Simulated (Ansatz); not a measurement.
# Harmonic thermodynamics of AlN

Level of theory: Ansatz 0.2.0, DFT PBE, scalar-relativistic, plane waves, PAW. Plane waves to 420 eV; Γ-centred k mesh 12×12×2; fixed occupations. No spin polarisation. Phonons by linear response, acoustic sum rule imposed.

Equilibrium structure at this level:
```cif
data_structure
_symmetry_space_group_name_H-M 'P3m1'
_symmetry_Int_Tables_number 156
_cell_length_a 3.1208
_cell_length_b 3.1208
_cell_length_c 20.2240
_cell_angle_alpha 90.000
_cell_angle_beta 90.000
_cell_angle_gamma 120.000
_cell_volume 170.58
loop_
_atom_site_label
_atom_site_type_symbol
_atom_site_symmetry_multiplicity
_atom_site_Wyckoff_symbol
_atom_site_fract_x
_atom_site_fract_y
_atom_site_fract_z
_atom_site_occupancy
Al1 Al 1 b 0.33333 0.66667 0.82754 1
Al2 Al 1 a 0.00000 0.00000 0.70199 1
Al3 Al 1 c 0.66667 0.33333 0.32855 1
Al4 Al 1 c 0.66667 0.33333 0.57749 1
Al5 Al 1 a 0.00000 0.00000 0.45300 1
Al6 Al 1 b 0.33333 0.66667 0.07750 1
Al7 Al 1 a 0.00000 0.00000 0.20305 1
Al8 Al 1 c 0.66667 0.33333 0.95304 1
N1 N 1 c 0.66667 0.33333 0.04722 1
N2 N 1 c 0.66667 0.33333 0.67169 1
N3 N 1 b 0.33333 0.66667 0.92226 1
N4 N 1 a 0.00000 0.00000 0.29777 1
N5 N 1 a 0.00000 0.00000 0.79673 1
N6 N 1 a 0.00000 0.00000 0.54719 1
N7 N 1 b 0.33333 0.66667 0.17224 1
N8 N 1 c 0.66667 0.33333 0.42272 1
```

It was reached by relaxing an invented guess, and it needn't be the stable form of this composition. The q mesh is coarse, so values between its points are rough.

Force constants from linear response on a 3×3×1 q mesh, interpolated to a fine mesh.

Phonon density of states, in bins of 20 cm⁻¹:
```json
{"bin centre (cm⁻¹)": "10", "share of modes (%)": "0.0"}
{"bin centre (cm⁻¹)": "30", "share of modes (%)": "0.0"}
{"bin centre (cm⁻¹)": "50", "share of modes (%)": "0.1"}
{"bin centre (cm⁻¹)": "70", "share of modes (%)": "0.1"}
{"bin centre (cm⁻¹)": "90", "share of modes (%)": "0.2"}
{"bin centre (cm⁻¹)": "110", "share of modes (%)": "0.3"}
{"bin centre (cm⁻¹)": "130", "share of modes (%)": "0.5"}
{"bin centre (cm⁻¹)": "150", "share of modes (%)": "0.7"}
{"bin centre (cm⁻¹)": "170", "share of modes (%)": "0.9"}
{"bin centre (cm⁻¹)": "190", "share of modes (%)": "1.3"}
{"bin centre (cm⁻¹)": "210", "share of modes (%)": "1.8"}
{"bin centre (cm⁻¹)": "230", "share of modes (%)": "2.9"}
{"bin centre (cm⁻¹)": "250", "share of modes (%)": "3.8"}
{"bin centre (cm⁻¹)": "270", "share of modes (%)": "3.9"}
{"bin centre (cm⁻¹)": "290", "share of modes (%)": "3.5"}
{"bin centre (cm⁻¹)": "310", "share of modes (%)": "3.6"}
{"bin centre (cm⁻¹)": "330", "share of modes (%)": "3.5"}
{"bin centre (cm⁻¹)": "350", "share of modes (%)": "3.1"}
{"bin centre (cm⁻¹)": "370", "share of modes (%)": "2.6"}
{"bin centre (cm⁻¹)": "390", "share of modes (%)": "2.6"}
{"bin centre (cm⁻¹)": "410", "share of modes (%)": "1.6"}
{"bin centre (cm⁻¹)": "430", "share of modes (%)": "1.0"}
{"bin centre (cm⁻¹)": "450", "share of modes (%)": "1.2"}
{"bin centre (cm⁻¹)": "470", "share of modes (%)": "1.8"}
{"bin centre (cm⁻¹)": "490", "share of modes (%)": "3.1"}
{"bin centre (cm⁻¹)": "510", "share of modes (%)": "3.2"}
{"bin centre (cm⁻¹)": "530", "share of modes (%)": "2.1"}
{"bin centre (cm⁻¹)": "550", "share of modes (%)": "0.7"}
{"bin centre (cm⁻¹)": "570", "share of modes (%)": "0.0"}
{"bin centre (cm⁻¹)": "590", "share of modes (%)": "0.0"}
{"bin centre (cm⁻¹)": "610", "share of modes (%)": "2.7"}
{"bin centre (cm⁻¹)": "630", "share of modes (%)": "14.1"}
{"bin centre (cm⁻¹)": "650", "share of modes (%)": "14.0"}
{"bin centre (cm⁻¹)": "670", "share of modes (%)": "2.5"}
{"bin centre (cm⁻¹)": "690", "share of modes (%)": "1.6"}
{"bin centre (cm⁻¹)": "710", "share of modes (%)": "5.4"}
{"bin centre (cm⁻¹)": "730", "share of modes (%)": "2.8"}
{"bin centre (cm⁻¹)": "750", "share of modes (%)": "1.9"}
{"bin centre (cm⁻¹)": "770", "share of modes (%)": "1.5"}
{"bin centre (cm⁻¹)": "790", "share of modes (%)": "1.2"}
{"bin centre (cm⁻¹)": "810", "share of modes (%)": "1.0"}
{"bin centre (cm⁻¹)": "830", "share of modes (%)": "0.7"}
{"bin centre (cm⁻¹)": "850", "share of modes (%)": "0.5"}
{"bin centre (cm⁻¹)": "870", "share of modes (%)": "0.1"}
```

**Question.** Give the zero-point energy per atom.

**Answer.** 94.5 meV.

**Question.** How large are the vibrational entropy and heat capacity at 300 K?

**Answer.** S = 1.28 k_B and C_V = 1.86 k_B per atom, 62 % of the Dulong–Petit value.

**Question.** Tabulate them against temperature.

**Answer.**
```
T (K)  F_vib (meV/atom)  S (k_B/atom)  C_V (k_B/atom)
  100              94.2          0.14            0.37
  200              90.9          0.66            1.22
  300              82.5          1.28            1.86
  400              68.9          1.88            2.25
  500              50.3          2.41            2.48
  600              27.5          2.87            2.62
  700               1.0          3.29            2.71
  800             -29.0          3.65            2.78
  900             -61.9          3.98            2.82
 1000             -97.5          4.28            2.85
```
